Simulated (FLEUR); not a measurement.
# InPd (Pm-3m) in FLEUR: convergence with Gmax

Aim: find how far Gmax must go before the results for InPd settle, at PBE. This setting moves, with any that are tied to it; all else stays.

All numbers are computed with FLEUR MaX-R8.1 (later development tree); they aren't measurements. Logs are shortened: lines on timing, memory, paths and dates and some standing lists are left out, and cuts for length are marked.

## 1. The crystal as given

Symmetry: Pm-3m, No. 221, cubic system. Conventional cell: a = 3.272 Å, b = 3.272 Å, c = 3.272 Å, α = 90.00°, β = 90.00°, γ = 90.00°. In (site symmetry m-3m) has 8 Pd at 2.83 Å as nearest neighbours. Around Pd (site symmetry m-3m) lie 8 In at 2.83 Å.

The cell comes from a database or a generator and needn't be the stable form of this composition.

## 2. With Gmax 9

inp.xml reads:

```xml
<?xml version="1.0" encoding="UTF-8" standalone="no"?>
<fleurInput fleurInputVersion="0.39">
   <comment>
      InPd                                                                                                
   </comment>
   <calculationSetup>
      <cutoffs Kmax="4.21" Gmax="9.0" GmaxXC="9.0" numbands="0"/>
      <scfLoop itmax="60" minDistance="0.00001" maxIterBroyd="15" imix="Anderson" alpha="0.05" precondParam="0.0" spinf="2.0" sdNocoIR="T"/>
      <coreElectrons ctail="T" frcor="F" kcrel="0" coretail_lmax="0"/>
      <xcFunctional name="pbe" relativisticCorrections="F"/>
      <magnetism jspins="1"/>
      <soc l_soc="F" theta="0.0" phi="0.0" spav="F"/>
      <expertModes spex="0" secvar="F"/>
      <geometryOptimization l_f="T" forcealpha="1.0" forcemix="BFGS" epsdisp="0.0005" epsforce="0.0002"/>
      <ldaU l_linMix="F" mixParam="0.05" spinf="1.0"/>
   </calculationSetup>
   <cell>
      <bzIntegration valenceElectrons="39.0" mode="hist" fermiSmearingEnergy="0.00183747">
         <kPointListSelection listName="default-1"/>
         <!-- k-points included here -->
         <xi:include xmlns:xi="http://www.w3.org/2001/XInclude" href="kpts.xml"> </xi:include>
      </bzIntegration>
      <!-- symmetry operations included here -->
      <xi:include xmlns:xi="http://www.w3.org/2001/XInclude" href="sym.xml"> </xi:include>
      <bulkLattice scale="1.0">
         <bravaisMatrix>
            <row-1>    6.1829661454471232     0.0000000000000000     0.0000000000000000</row-1>
            <row-2>    0.0000000000000000     6.1829661454471232     0.0000000000000000</row-2>
            <row-3>    0.0000000000000000     0.0000000000000000     6.1829661454471232</row-3>
         </bravaisMatrix>
      </bulkLattice>
   </cell>
   <atomSpecies>
      <species name="Indium (In)" element="In" atomicNumber="49">
         <mtSphere radius="2.33" gridPoints="777" logIncrement="0.017"/>
         <atomicCutoffs lmax="9" lnonsphr="9"/>
         <electronConfig flipSpins="F">
            <coreConfig>(1s1/2) (2s1/2) (2p1/2) (2p3/2) (3s1/2) (3p1/2) (3p3/2) (3d3/2) (3d5/2)</coreConfig>
            <valenceConfig>(4s1/2) (4p1/2) (4p3/2) (5s1/2) (4d3/2) (4d5/2) (5p1/2) (5p3/2)</valenceConfig>
            <stateOccupation state="(5p1/2)" spinUp="0.166667" spinDown="0.166667"/>
            <stateOccupation state="(5p3/2)" spinUp="0.333333" spinDown="0.333333"/>
         </electronConfig>
         <energyParameters s="5" p="5" d="4" f="4"/>
         <lo type="SCLO" l="0" n="4" eDeriv="0"/>
         <lo type="SCLO" l="1" n="4" eDeriv="0"/>
         <lo type="SCLO" l="1" n="4" eDeriv="1"/>
         <lo type="SCLO" l="2" n="4" eDeriv="2"/>
         <lo type="SCLO" l="3" n="4" eDeriv="2"/>
      </species>
      <species name="Palladium (Pd)" element="Pd" atomicNumber="46">
         <mtSphere radius="2.58" gridPoints="863" logIncrement="0.015"/>
         <atomicCutoffs lmax="10" lnonsphr="10"/>
         <electronConfig flipSpins="F">
            <coreConfig>(1s1/2) (2s1/2) (2p1/2) (2p3/2) (3s1/2) (3p1/2) (3p3/2) (3d3/2) (3d5/2)</coreConfig>
            <valenceConfig>(4s1/2) (4p1/2) (4p3/2) (5s1/2) (4d3/2) (4d5/2)</valenceConfig>
            <stateOccupation state="(5s1/2)" spinUp="0.500000" spinDown="0.500000"/>
            <stateOccupation state="(4d3/2)" spinUp="1.800000" spinDown="1.800000"/>
            <stateOccupation state="(4d5/2)" spinUp="2.700000" spinDown="2.700000"/>
         </electronConfig>
         <energyParameters s="5" p="5" d="4" f="4"/>
         <lo type="SCLO" l="0" n="4" eDeriv="0"/>
         <lo type="SCLO" l="1" n="4" eDeriv="0"/>
         <lo type="SCLO" l="1" n="4" eDeriv="1"/>
         <lo type="SCLO" l="2" n="4" eDeriv="2"/>
         <lo type="SCLO" l="3" n="4" eDeriv="2"/>
      </species>
   </atomSpecies>
   <atomGroups>
      <atomGroup species="Indium (In)">
         <relPos label="                   1">.0000000000 .0000000000 .0000000000</relPos>
         <force calculate="T" relaxXYZ="TTT"/>
      </atomGroup>
      <atomGroup species="Palladium (Pd)">
         <relPos label="                   2">1.000/2.000 1.000/2.000 1.000/2.000</relPos>
         <force calculate="T" relaxXYZ="TTT"/>
      </atomGroup>
   </atomGroups>
   <output dos="F" band="F" slice="F">
      <checks vchk="F" cdinf="F"/>
      <bandDOS minEnergy="-.5*Htr" maxEnergy="0.5*Htr" sigma="0.015" storeEVData="T"/>
      <vacuumDOS vacdos="F" integ="F" star="F" nstars="0" locx1="0.0" locy1="0.0" locx2="0.0" locy2="0.0" nstm="0" tworkf="0.0"/>
      <unfoldingBand unfoldBand="F" supercellX="1" supercellY="1" supercellZ="1"/>
      <plotting iplot="0" polar="F">
         <plot TwoD="T" vec1="  1.0  0.0  0.0" vec2="  0.0  1.0  0.0" vec3="  0.0  0.0  1.0" zero="  0.0  0.0  0.0" file="plot"/>
      </plotting>
      <chargeDensitySlicing numkpt="0" minEigenval="0.0" maxEigenval="0.0" nnne="0" pallst="F"/>
      <specialOutput eonly="F"/>
      <moessbauerParams electricFieldGradient="T" isomerShift="T" coreHyperfine="T" valenceHyperfine="T"/>
      <magneticCircularDichroism mcd="F" energyLo="-10.0" energyUp="0.0"/>
   </output>
  <!-- We include the file relax.xml here to enable relaxations (see documentation) -->
  <xi:include xmlns:xi="http://www.w3.org/2001/XInclude" href="relax.xml"> <xi:fallback/> </xi:include>
</fleurInput>
```

crystal.txt reads:

```
InPd
&input cartesian=F /
3.2718847800  0.0000000000  0.0000000000
0.0000000000  3.2718847800  0.0000000000
0.0000000000  0.0000000000  3.2718847800
1.8897261246
1.0 1.0 1.0

2
49 0.0000000000  0.0000000000  0.0000000000
46 0.5000000000  0.5000000000  0.5000000000

&kpt div1=6 div2=6 div3=6 gamma=T /
```

Potentials or basis: all-electron, FLAPW.

On the command line:

```
> inpgen -f crystal.txt -profile fastHighL
> # inp.xml edited to the form shown
> fleur_MPI
```

It took 30 s on 1 thread of Arm Neoverse V2, shared host; peak memory 0.07 GiB.

What came out:

```
Free energy                                           : -297429.8827 eV
Band gap on the k mesh                                : none (metal or under the smearing width)
Valence electrons inside the program's atomic spheres : In 18.77; Pd 17.13 (radii In 2.33, Pd 2.58 bohr)
```

## 3. With Gmax 10.3

Edit inp.xml of step 2 so:

```diff
@@ -6,3 +6,3 @@
    <calculationSetup>
-      <cutoffs Kmax="4.21" Gmax="9.0" GmaxXC="9.0" numbands="0"/>
+      <cutoffs Kmax="4.21" Gmax="10.3" GmaxXC="10.3" numbands="0"/>
       <scfLoop itmax="60" minDistance="0.00001" maxIterBroyd="15" imix="Anderson" alpha="0.05" precondParam="0.0" spinf="2.0" sdNocoIR="T"/>
```

crystal.txt is that of step 2.

Potentials or basis: all-electron, FLAPW.

On the command line:

```
> inpgen -f crystal.txt -profile fastHighL
> # inp.xml edited to the form shown
> fleur_MPI
```

Wall time 31 s (1 thread of Arm Neoverse V2, shared host); peak memory 0.07 GiB.

What came out:

```
Free energy                                           : -297429.8825 eV
Band gap on the k mesh                                : none (metal or under the smearing width)
Valence electrons inside the program's atomic spheres : In 18.77; Pd 17.13 (radii In 2.33, Pd 2.58 bohr)
```

## 4. With Gmax 11.7

Edit inp.xml of step 3 so:

```diff
@@ -6,3 +6,3 @@
    <calculationSetup>
-      <cutoffs Kmax="4.21" Gmax="10.3" GmaxXC="10.3" numbands="0"/>
+      <cutoffs Kmax="4.21" Gmax="11.7" GmaxXC="11.7" numbands="0"/>
       <scfLoop itmax="60" minDistance="0.00001" maxIterBroyd="15" imix="Anderson" alpha="0.05" precondParam="0.0" spinf="2.0" sdNocoIR="T"/>
```

crystal.txt is that of step 3.

On the command line:

```
> inpgen -f crystal.txt -profile fastHighL
> # inp.xml edited to the form shown
> fleur_MPI
```

Run time: 31 s. Hardware: 1 thread of Arm Neoverse V2, shared host; peak memory 0.07 GiB.

Results:

```
Free energy                                           : -297429.8825 eV
Band gap on the k mesh                                : none (metal or under the smearing width)
Valence electrons inside the program's atomic spheres : In 18.77; Pd 17.13 (radii In 2.33, Pd 2.58 bohr)
```

## 5. With Gmax 13.5

Edit inp.xml of step 4 so:

```diff
@@ -6,3 +6,3 @@
    <calculationSetup>
-      <cutoffs Kmax="4.21" Gmax="11.7" GmaxXC="11.7" numbands="0"/>
+      <cutoffs Kmax="4.21" Gmax="13.5" GmaxXC="13.5" numbands="0"/>
       <scfLoop itmax="60" minDistance="0.00001" maxIterBroyd="15" imix="Anderson" alpha="0.05" precondParam="0.0" spinf="2.0" sdNocoIR="T"/>
```

crystal.txt is that of step 4.

On the command line:

```
> inpgen -f crystal.txt -profile fastHighL
> # inp.xml edited to the form shown
> fleur_MPI
```

Run time: 32 s. Hardware: 1 thread of Arm Neoverse V2, shared host; peak memory 0.07 GiB.

Results:

```
Free energy                                           : -297429.8825 eV
Band gap on the k mesh                                : none (metal or under the smearing width)
Valence electrons inside the program's atomic spheres : In 18.77; Pd 17.13 (radii In 2.33, Pd 2.58 bohr)
```

## 6. With Gmax 15.8

Edit inp.xml of step 5 so:

```diff
@@ -6,3 +6,3 @@
    <calculationSetup>
-      <cutoffs Kmax="4.21" Gmax="13.5" GmaxXC="13.5" numbands="0"/>
+      <cutoffs Kmax="4.21" Gmax="15.8" GmaxXC="15.8" numbands="0"/>
       <scfLoop itmax="60" minDistance="0.00001" maxIterBroyd="15" imix="Anderson" alpha="0.05" precondParam="0.0" spinf="2.0" sdNocoIR="T"/>
```

crystal.txt is that of step 5.

Potentials or basis: all-electron, FLAPW.

On the command line:

```
> inpgen -f crystal.txt -profile fastHighL
> # inp.xml edited to the form shown
> fleur_MPI
```

Run time: 33 s. Hardware: 1 thread of Arm Neoverse V2, shared host; peak memory 0.07 GiB.

What came out:

- Free energy: -297429.8825 eV
- Band gap on the k mesh: none (metal or under the smearing width)
- Valence electrons inside the program's atomic spheres: In 18.77; Pd 17.13 (radii In 2.33, Pd 2.58 bohr)

## 7. With Gmax 18

Edit inp.xml of step 6 so:

```diff
@@ -6,3 +6,3 @@
    <calculationSetup>
-      <cutoffs Kmax="4.21" Gmax="15.8" GmaxXC="15.8" numbands="0"/>
+      <cutoffs Kmax="4.21" Gmax="18.0" GmaxXC="18.0" numbands="0"/>
       <scfLoop itmax="60" minDistance="0.00001" maxIterBroyd="15" imix="Anderson" alpha="0.05" precondParam="0.0" spinf="2.0" sdNocoIR="T"/>
```

crystal.txt is that of step 6.

On the command line:

```
> inpgen -f crystal.txt -profile fastHighL
> # inp.xml edited to the form shown
> fleur_MPI
```

It took 36 s on 1 thread of Arm Neoverse V2, shared host; peak memory 0.07 GiB.

What came out:

| Quantity | Value |
| --- | --- |
| Free energy | -297429.8825 eV |
| Band gap on the k mesh | none (metal or under the smearing width) |
| Valence electrons inside the program's atomic spheres | In 18.77; Pd 17.13 (radii In 2.33, Pd 2.58 bohr) |

## 8. With Gmax 22.5

Edit inp.xml of step 7 so:

```diff
@@ -6,3 +6,3 @@
    <calculationSetup>
-      <cutoffs Kmax="4.21" Gmax="18.0" GmaxXC="18.0" numbands="0"/>
+      <cutoffs Kmax="4.21" Gmax="22.5" GmaxXC="22.5" numbands="0"/>
       <scfLoop itmax="60" minDistance="0.00001" maxIterBroyd="15" imix="Anderson" alpha="0.05" precondParam="0.0" spinf="2.0" sdNocoIR="T"/>
```

crystal.txt is that of step 7.

Potentials or basis: all-electron, FLAPW.

On the command line:

```
> inpgen -f crystal.txt -profile fastHighL
> # inp.xml edited to the form shown
> fleur_MPI
```

Standard output:

```text
Welcome to FLEUR        (www.flapw.de)
      MaX-Release 8.1          (www.max-centre.eu)

 ========== k-point set info ==========
 Selected k-point list: default-1
 k-point list type: mesh
 6 x 6 x 6
 Number of k points: 20

 ------------Calculation Setup---------------------------
 Number of MPI-tasks      :            1
 Number of PE/node        :            1
 Number of OMP-threads    :            1
 Most efficient MPI parallelization for:
           1           2           4           5          10          20
 Additional eigenvalue parallelization possible
 Number of basis functions:          378
 Approximate size of matrices (H+S) per k-point:         0.002 GB
 --------------------------------------------------------
 Iteration:     1   Distance:       7.12883954 me/bohr^3
 Iteration:     2   Distance:       6.42098458 me/bohr^3
 Iteration:     3   Distance:       3.19956995 me/bohr^3
 Iteration:     4   Distance:       1.63856754 me/bohr^3
 Iteration:     5   Distance:       0.60407594 me/bohr^3
 Iteration:     6   Distance:       0.29596730 me/bohr^3
 Iteration:     7   Distance:       0.09593102 me/bohr^3
 Iteration:     8   Distance:       0.09272092 me/bohr^3
 Iteration:     9   Distance:       0.01066660 me/bohr^3
 Iteration:    10   Distance:       0.01224264 me/bohr^3
 Iteration:    11   Distance:       0.00100976 me/bohr^3
 Iteration:    12   Distance:       0.00095648 me/bohr^3
 Iteration:    13   Distance:       0.00012385 me/bohr^3
 Iteration:    14   Distance:       0.00000856 me/bohr^3

 ********************************************************************
 Run finished successfully
 Stop message:
   Structural relaxation: Done
 ********************************************************************
```

out.xml (last iteration):

```text
<iteration numberForCurrentRun="   15" overallNumber="   15">
         <energyParameters units="Htr">
            <atomicEP atomType="1" spin="1" branch="5s" branchLowest="-3.83" branchHighest="1.58" value="0.1524783054"/>
            <atomicEP atomType="1" spin="1" branch="5p" branchLowest="-2.29" branchHighest="2.33" value="0.3198961386"/>
            <atomicEP atomType="1" spin="1" branch="4d" branchLowest="-15.32" branchHighest="-0.01" value="-0.1122494493"/>
            <atomicEP atomType="1" spin="1" branch="4f" branchLowest="-9.99" branchHighest="2.33" value="0.6402012279"/>
            <loAtomicEP atomType="1" spin="1" branch="4s" branchLowest="-28.39" branchHighest="-3.83" value="-3.8302845060"/>
            <loAtomicEP atomType="1" spin="1" branch="4p" branchLowest="-23.26" branchHighest="-2.29" value="-2.3115973460"/>
            <loAtomicEP atomType="1" spin="1" branch="4p" branchLowest="-23.26" branchHighest="-2.29" value="-2.3115973460"/>
            <loAtomicEP atomType="1" spin="1" branch="4d" branchLowest="-15.32" branchHighest="-0.01" value="-0.1225988071"/>
            <loAtomicEP atomType="1" spin="1" branch="4f" branchLowest="-9.99" branchHighest="2.33" value="0.6402034715"/>
            <atomicEP atomType="2" spin="1" branch="5s" branchLowest="-2.69" branchHighest="1.58" value="0.3023764565"/>
            <atomicEP atomType="2" spin="1" branch="5p" branchLowest="-1.42" branchHighest="2.21" value="0.4409192435"/>
            <atomicEP atomType="2" spin="1" branch="4d" branchLowest="-11.52" branchHighest="0.46" value="0.3088643105"/>
            <atomicEP atomType="2" spin="1" branch="4f" branchLowest="-9.99" branchHighest="2.31" value="0.7397741133"/>
            <loAtomicEP atomType="2" spin="1" branch="4s" branchLowest="-22.93" branchHighest="-2.69" value="-2.6926211976"/>
            <loAtomicEP atomType="2" spin="1" branch="4p" branchLowest="-18.51" branchHighest="-1.42" value="-1.4384625831"/>
            <loAtomicEP atomType="2" spin="1" branch="4p" branchLowest="-18.51" branchHighest="-1.42" value="-1.4384625831"/>
            <loAtomicEP atomType="2" spin="1" branch="4d" branchLowest="-11.52" branchHighest="0.46" value="0.3036064916"/>
            <loAtomicEP atomType="2" spin="1" branch="4f" branchLowest="-9.99" branchHighest="2.31" value="0.7397751983"/>
         </energyParameters>
         <eigenvalues>
            <eigenvaluesAt spin="1" ikpt="1" k_x="0.00000000" k_y="0.00000000" k_z="0.00000000">
                      -3.8302829431       -2.6927081048       -2.3042681342       -2.3042681342       -2.3042681342
                      -1.4337057254       -1.4337057254       -1.4337057254       -0.1337309408       -0.1337309408
                      -0.1186831096       -0.1186831096       -0.1186831096        0.0455420232        0.2736435631
                       0.2736435631        0.3302261076        0.3302261076        0.3302261076        0.5704988850
                       0.5704988850        0.5704988850        0.7628513737        0.8036524871        0.8036524871
                       1.0003719794        1.0003719794        1.0003719794        1.1799676481        1.1799676481
            </eigenvaluesAt>
            <eigenvaluesAt spin="1" ikpt="2" k_x="0.00000000" k_y="0.00000000" k_z="0.16666667">
                      -3.8302813544       -2.6926950632       -2.3043139016       -2.3042632427       -2.3042632427
                      -1.4339999021       -1.4336855203       -1.4336855203       -0.1331750808       -0.1304730516
[... 62 lines left out ...]
               <shell n="2" l="0" isomerShift="18021.20004"/>
               <shell n="2" l="1" isomerShift="414.37055"/>
               <shell n="3" l="0" isomerShift="3468.76347"/>
               <shell n="3" l="1" isomerShift="85.91782"/>
               <shell n="3" l="2" isomerShift="0.00001"/>
            </coreIsomerShift>
            <coreIsomerShift atomType="2" isTotal="134303.35026">
               <shell n="1" l="0" isomerShift="118071.02093"/>
               <shell n="2" l="0" isomerShift="13406.79895"/>
               <shell n="2" l="1" isomerShift="266.98068"/>
               <shell n="3" l="0" isomerShift="2505.22797"/>
               <shell n="3" l="1" isomerShift="53.32172"/>
               <shell n="3" l="2" isomerShift="0.00001"/>
            </coreIsomerShift>
            <isomerShift atomType="1" nucleusRadius="0.0001148" averageDensity="177698.04934"/>
            <isomerShift atomType="2" nucleusRadius="0.0001119" averageDensity="134782.94049"/>
            <electricFieldGradient atomType="1" VXX="0.00000" VYY="0.00000" VZZ="0.00000" asymParam="0.00000">
            </electricFieldGradient>
            <electricFieldGradient atomType="2" VXX="0.00000" VYY="0.00000" VZZ="0.00000" asymParam="0.00000">
            </electricFieldGradient>
         </moessbauerParams>
         <totalEnergy                                    value="   -10930.3463523172" units="Htr">
            <sumOfEigenvalues                            value="    -6543.6072128787">
               <coreElectrons value="-6510.5913644436"/>
               <valenceElectrons value="-33.0158484351"/>
            </sumOfEigenvalues>
            <densityCoulombPotentialIntegral value="-17598.8446327389"/>
            <densityEffectivePotentialIntegral value="-17995.8921445298"/>
            <chargeDenXCDenIntegral value="-304.3367314239"/>
            <FockExchangeEnergyValence value="0.0000000000"/>
            <FockExchangeEnergyCore value="0.0000000000"/>
            <atomTypeDependentContributions atomType="1">
               <electronNucleiInteractionDifferentMTs value="7121.2638230503"/>
               <MadelungTerm value="-30.5908766244"/>
            </atomTypeDependentContributions>
            <atomTypeDependentContributions atomType="2">
               <electronNucleiInteractionDifferentMTs value="6109.7238693083"/>
               <MadelungTerm value="-17.2936671919"/>
            </atomTypeDependentContributions>
            <tkbTimesEntropy value="0.0002245578"/>
            <freeEnergy value="-10930.3465768750"/>
            <extrapolationTo0K value="-10930.3464645961"/>
         </totalEnergy>
         <totalForcesOnRepresentativeAtoms units="Htr/bohr">
            <forceTotal atomType="1" x="0.000000" y="0.000000" z="0.000000" F_x="0.00000000" F_y="0.00000000" F_z="0.00000000"/>
            <forceTotal atomType="2" x="3.091483" y="3.091483" z="3.091483" F_x="0.00000000" F_y="0.00000000" F_z="0.00000000"/>
         </totalForcesOnRepresentativeAtoms>
      </iteration>
```

Run time: 40 s. Hardware: 1 thread of Arm Neoverse V2, shared host; peak memory 0.08 GiB.

What came out:

```
Free energy                                           : -297429.8825 eV
Band gap on the k mesh                                : none (metal or under the smearing width)
Valence electrons inside the program's atomic spheres : In 18.77; Pd 17.13 (radii In 2.33, Pd 2.58 bohr)
```

## 9. Summary

```tsv
Gmax	energy less the tightest run, at zero smearing (meV/atom)	SCF cycles	CPU time (s)	peak memory (GiB)
9	-0.08	15	30	0.07
10.3	0.01	15	31	0.07
11.7	-0.01	15	31	0.07
13.5	-0.01	15	32	0.07
15.8	0.00	15	33	0.07
18	0.00	15	36	0.07
22.5	0.00	15	40	0.08
```

Against the tightest run, the energy stays within 1 meV/atom from 9 on. The tightest run that finished is the yardstick and may itself not be fully converged.
